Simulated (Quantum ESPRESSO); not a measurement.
# CoSi (P2_13) in Quantum ESPRESSO: reference runs, part 2 of 2

Quantum ESPRESSO 7.5. The steps go on from the part before.

## 3. Single point, PBE, collinear spin, ferromagnetic start (atoms moved at random, drawn with an rms of 0.05 Å)

Input file pw.in:

```
&CONTROL
  calculation = 'scf'
  prefix = 'pwscf'
  outdir = './tmp'
  pseudo_dir = './pseudo'
  tprnfor = .true.
  tstress = .true.
  disk_io = 'nowf'
/
&SYSTEM
  ibrav = 0
  nat = 8
  ntyp = 2
  ecutwfc = 55
  ecutrho = 440
  nbnd = 58
  occupations = 'smearing'
  smearing = 'fd'
  degauss = 0.00367493
  nspin = 2
  starting_magnetization(1) = 0.1176
  starting_magnetization(2) = 0
/
&ELECTRONS
  conv_thr = 1.6d-09
  electron_maxstep = 120
  mixing_beta = 0.3
/
ATOMIC_SPECIES
Co    58.9332 Co_pbe_v1.2.uspp.F.UPF
Si    28.0850 Si.pbe-n-rrkjus_psl.1.0.0.UPF
CELL_PARAMETERS angstrom
   4.4380000000    0.0000000000    0.0000000000
   0.0000000000    4.4380000000    0.0000000000
   0.0000000000    0.0000000000    4.4380000000
ATOMIC_POSITIONS crystal
Co     0.8592590000    0.6497930000    0.3729130000
Co     0.6291820000    0.3641010000    0.8662960000
Co     0.3581580000    0.8559240000    0.6363360000
Co     0.1396020000    0.1369530000    0.1478780000
Si     0.1622860000    0.3361150000    0.6631500000
Si     0.3409170000    0.6500330000    0.1546650000
Si     0.6560780000    0.1717600000    0.3450530000
Si     0.8455160000    0.8386400000    0.8315510000
K_POINTS automatic
6 6 6 0 0 0
```

Potentials or basis: SSSP 1.3 efficiency PBE.

On the command line:

```bash
OMP_NUM_THREADS=1 mpirun -n 2 pw.x -nk 2 -in pw.in > pw.out
```

pw.out:

```text
This program is part of the open-source Quantum ESPRESSO suite
     for quantum simulation of materials; please cite
         "P. Giannozzi et al., J. Phys.:Condens. Matter 21 395502 (2009);
         "P. Giannozzi et al., J. Phys.:Condens. Matter 29 465901 (2017);
         "P. Giannozzi et al., J. Chem. Phys. 152 154105 (2020);
     in publications or presentations arising from this work. More details at

     K-points division:     npool     =       2
     Subspace diagonalization in iterative solution of the eigenvalue problem:
     a serial algorithm will be used

     G-vector sticks info
     --------------------
     sticks:   dense  smooth     PW     G-vecs:    dense   smooth      PW
     Sum        2449    1225    357                91911    32423    5185

     Using Slab Decomposition

     bravais-lattice index     =            0
     lattice parameter (alat)  =       8.3866  a.u.
     unit-cell volume          =     589.8730 (a.u.)^3
     number of atoms/cell      =            8
     number of atomic types    =            2
     number of electrons       =        84.00
     number of Kohn-Sham states=           58
     kinetic-energy cutoff     =      55.0000  Ry
     charge density cutoff     =     440.0000  Ry
     scf convergence threshold =      1.6E-09
     mixing beta               =       0.3000
     number of iterations used =            8  plain     mixing
     Exchange-correlation= PBE
                           (   1   4   3   4   0   0   0)

     celldm(1)=   8.386605  celldm(2)=   0.000000  celldm(3)=   0.000000
     celldm(4)=   0.000000  celldm(5)=   0.000000  celldm(6)=   0.000000

     crystal axes: (cart. coord. in units of alat)
               a(1) = (   1.000000   0.000000   0.000000 )
               a(2) = (   0.000000   1.000000   0.000000 )
               a(3) = (   0.000000   0.000000   1.000000 )

     reciprocal axes: (cart. coord. in units 2 pi/alat)
               b(1) = (  1.000000  0.000000  0.000000 )
               b(2) = (  0.000000  1.000000  0.000000 )
               b(3) = (  0.000000  0.000000  1.000000 )

     PseudoPot. # 1 for Co read from file:
     Co_pbe_v1.2.uspp.F.UPF
     Pseudo is Ultrasoft + core correction, Zval = 17.0
     Generated by new atomic code, or converted to UPF format
     Using radial grid of  863 points,  6 beta functions with:
                l(1) =   0
                l(2) =   0
                l(3) =   1
                l(4) =   1
                l(5) =   2
[... 32 lines left out ...]
         2        Co     tau(   2) = (   0.6291820   0.3641010   0.8662960  )
         3        Co     tau(   3) = (   0.3581580   0.8559240   0.6363360  )
         4        Co     tau(   4) = (   0.1396020   0.1369530   0.1478780  )
         5        Si     tau(   5) = (   0.1622860   0.3361150   0.6631500  )
         6        Si     tau(   6) = (   0.3409170   0.6500330   0.1546650  )
         7        Si     tau(   7) = (   0.6560780   0.1717600   0.3450530  )
         8        Si     tau(   8) = (   0.8455160   0.8386400   0.8315510  )

     number of k points=   112  Fermi-Dirac smearing, width (Ry)=  0.0037

     Number of k-points >= 100: set verbosity='high' to print them.

     Dense  grid:    91911 G-vectors     FFT dimensions: (  60,  60,  60)

     Smooth grid:    32423 G-vectors     FFT dimensions: (  40,  40,  40)

     Check: negative core charge=   -0.000017
     Generating pointlists ...
     new r_m :   0.2047 (alat units)  1.7165 (a.u.) for type    1
     new r_m :   0.2047 (alat units)  1.7165 (a.u.) for type    2

     Initial potential from superposition of free atoms

     starting charge      79.9977, renormalised to      84.0000
     Starting wfcs are   68 randomized atomic wfcs

     Self-consistent Calculation

     iteration #  1     ecut=    55.00 Ry     beta= 0.30
     Davidson diagonalization with overlap
     ethr =  1.00E-02,  avg # of iterations =  4.3

     total energy              =   -1218.77300021 Ry
     estimated scf accuracy    <      61.12625294 Ry
[... 224 lines left out ...]
     iteration # 24     ecut=    55.00 Ry     beta= 0.30
     Davidson diagonalization with overlap
     ethr =  3.05E-12,  avg # of iterations =  2.0

     Magnetic moment per site  (integrated on atomic sphere of radius R)
     atom   1 (R=0.205)  charge= 15.0852  magn= -0.0000
     atom   2 (R=0.205)  charge= 15.0978  magn= -0.0000
     atom   3 (R=0.205)  charge= 15.0792  magn= -0.0000
     atom   4 (R=0.205)  charge= 15.0721  magn= -0.0000
     atom   5 (R=0.205)  charge=  1.5241  magn=  0.0000
     atom   6 (R=0.205)  charge=  1.5268  magn=  0.0000
     atom   7 (R=0.205)  charge=  1.5193  magn=  0.0000
     atom   8 (R=0.205)  charge=  1.5250  magn=  0.0000

     End of self-consistent calculation

     Number of k-points >= 100: set verbosity='high' to print the bands.

     the Fermi energy is    16.5401 ev

!    total energy              =   -1239.96846136 Ry
     estimated scf accuracy    <          1.4E-09 Ry
     smearing contrib. (-TS)   =      -0.00108843 Ry
     internal energy E=F+TS    =   -1239.96737293 Ry

     The total energy is F=E-TS. E is the sum of the following terms:
     one-electron contribution =    -813.94187039 Ry
     hartree contribution      =     459.32264171 Ry
     xc contribution           =    -156.31636520 Ry
     ewald contribution        =    -729.03177904 Ry

     total magnetization       =    -0.00 Bohr mag/cell
     absolute magnetization    =     0.00 Bohr mag/cell

     convergence has been achieved in  24 iterations

     Forces acting on atoms (cartesian axes, Ry/au):

     atom    1 type  1   force =     0.00042013   -0.02043022   -0.03859128
     atom    2 type  1   force =     0.03731971   -0.01670363   -0.01653228
     atom    3 type  1   force =     0.00114425    0.00126650    0.01099367
     atom    4 type  1   force =    -0.00356851    0.00551367   -0.00613436
     atom    5 type  2   force =    -0.02023433    0.00808546   -0.01167987
     atom    6 type  2   force =    -0.01052177    0.02429623    0.01697149
     atom    7 type  2   force =    -0.00180707   -0.02289646    0.00621377
     atom    8 type  2   force =    -0.00275241    0.02086844    0.03875886

     Total force =     0.090378     Total SCF correction =     0.000034

     Computing stress (Cartesian axis) and pressure

          total   stress  (Ry/bohr**3)                   (kbar)     P=        9.74
   0.00005623  -0.00004864  -0.00002194            8.27       -7.16       -3.23
  -0.00004864   0.00003560   0.00009090           -7.16        5.24       13.37
  -0.00002194   0.00009090   0.00010679           -3.23       13.37       15.71

=------------------------------------------------------------------------------=
   JOB DONE.
=------------------------------------------------------------------------------=
```

Run time: 19 min. Hardware: 2 MPI ranks of Arm Neoverse V1, shared host; peak memory 1.3 GiB.

What came out:

| Quantity | Value |
| --- | --- |
| Free energy | -16870.6304 eV |
| Pressure | 1.0 GPa |
| Largest force | 1.134 eV/Å |
| Band gap on the k mesh | none (metal or under the smearing width) |
| Net moment | 0.00 μB per cell |
| Absolute moment | 0.00 μB per cell |
| Valence electrons inside the program's atomic spheres | Co 15.09, 15.10, 15.08, 15.07; Si 1.52, 1.53 |

Forces in eV/Å, atoms in the order of the input:
```
Co   0.011 -0.525 -0.992
Co   0.960 -0.429 -0.425
Co   0.029  0.033  0.283
Co  -0.092  0.142 -0.158
Si  -0.520  0.208 -0.300
Si  -0.271  0.625  0.436
Si  -0.046 -0.589  0.160
Si  -0.071  0.537  0.997
```

Stress tensor (GPa, compression positive):
```
 0.83 -0.72 -0.32
-0.72  0.52  1.34
-0.32  1.34  1.57
```

Levels at points of the mesh, in eV from the Fermi level:
Spin up:
```
              k point  band 39  band 40  band 41  band 42  band 43  band 44  band 45  band 46
   (0.00, 0.00, 0.00)    -0.86    -0.84    -0.12    -0.04    -0.01     2.31     2.40     2.52
  (0.00, 0.00, -0.50)    -0.76    -0.74    -0.55    -0.48     0.89     1.04     1.32     1.48
 (0.00, -0.50, -0.50)    -1.14    -1.04    -0.16     0.00     0.46     0.62     1.87     1.91
(-0.50, -0.50, -0.50)    -1.22    -1.19    -0.34    -0.30    -0.22    -0.18     5.08     5.12
  (-0.50, 0.00, 0.00)    -0.78    -0.73    -0.51    -0.49     0.88     0.98     1.33     1.39
  (0.00, -0.50, 0.00)    -0.79    -0.73    -0.57    -0.45     0.85     1.02     1.40     1.44
  (-0.50, 0.00, 0.50)    -1.11    -1.06    -0.10    -0.07     0.49     0.52     1.89     1.94
  (-0.50, 0.50, 0.00)    -1.16    -1.06    -0.11    -0.08     0.47     0.52     1.93     1.97
```
Spin down:
```csv
k point,band 40,band 41,band 42,band 43,band 44,band 45
"(0.00, 0.00, 0.00)",-0.84,-0.12,-0.04,-0.01,2.31,2.40
"(0.00, 0.00, -0.50)",-0.74,-0.55,-0.48,0.89,1.04,1.32
"(0.00, -0.50, -0.50)",-1.04,-0.16,0.00,0.46,0.62,1.87
"(-0.50, -0.50, -0.50)",-1.19,-0.34,-0.30,-0.22,-0.18,5.08
"(-0.50, 0.00, 0.00)",-0.73,-0.51,-0.49,0.88,0.98,1.33
"(0.00, -0.50, 0.00)",-0.73,-0.57,-0.45,0.85,1.02,1.40
"(-0.50, 0.00, 0.50)",-1.06,-0.10,-0.07,0.49,0.52,1.89
"(-0.50, 0.50, 0.00)",-1.06,-0.11,-0.08,0.47,0.52,1.93
```

Caveat: the starting moments collapsed, and a magnetic state may lie lower.
